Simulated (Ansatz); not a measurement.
## BeO, pressure series

The reference is BeO in the wurtzite structure (space group P6_3mc, No. 186).

```yaml
crystal:
  lattice:
    - [2.69025, 0.00000, 0.00000]
    - [-1.34512, 2.32982, 0.00000]
    - [0.00000, 0.00000, 4.36941]
  atoms:
    - { symbol: Be, position: [0.66667, 0.33333, 0.00145] }
    - { symbol: Be, position: [0.33333, 0.66667, 0.50145] }
    - { symbol: O, position: [0.66667, 0.33333, 0.62375] }
    - { symbol: O, position: [0.33333, 0.66667, 0.12375] }
```

Cell and atoms are relaxed at each pressure.

Calculations: Ansatz (a program for electronic structure) r2SCAN, spin-orbit coupling left out, earlier PAW set.

Two rows of this table had their results exchanged by mistake.

```json
[
 {"pressure": "pressure −2 GPa", "volume per atom (Å³)": "6.91", "shortest distance (Å)": "1.647", "band gap": "8.45 eV"},
 {"pressure": "pressure −1 GPa", "volume per atom (Å³)": "6.83", "shortest distance (Å)": "1.641", "band gap": "8.59 eV"},
 {"pressure": "pressure 0.3 GPa", "volume per atom (Å³)": "6.84", "shortest distance (Å)": "1.642", "band gap": "8.57 eV"},
 {"pressure": "pressure 0.7 GPa", "volume per atom (Å³)": "6.88", "shortest distance (Å)": "1.645", "band gap": "8.50 eV"},
 {"pressure": "pressure 1.5 GPa", "volume per atom (Å³)": "6.80", "shortest distance (Å)": "1.639", "band gap": "8.63 eV"},
 {"pressure": "pressure 3 GPa", "volume per atom (Å³)": "6.76", "shortest distance (Å)": "1.635", "band gap": "8.70 eV"},
 {"pressure": "pressure 5 GPa", "volume per atom (Å³)": "6.70", "shortest distance (Å)": "1.631", "band gap": "8.79 eV"},
 {"pressure": "pressure 7.5 GPa", "volume per atom (Å³)": "6.63", "shortest distance (Å)": "1.626", "band gap": "8.90 eV"},
 {"pressure": "pressure 10 GPa", "volume per atom (Å³)": "6.57", "shortest distance (Å)": "1.620", "band gap": "9.02 eV"}
]
```

Problem. Which two?

Solution. The rows for pressure −1 GPa and pressure 0.7 GPa: the volume has to fall steadily with pressure, so 6.88 Å³ belongs to pressure −1 GPa and 6.83 Å³ to pressure 0.7 GPa.

Load acts through the strain it causes; cell and atoms are relaxed under it. Whether these cells are dynamically stable was not tested. No other phases were tried under pressure.
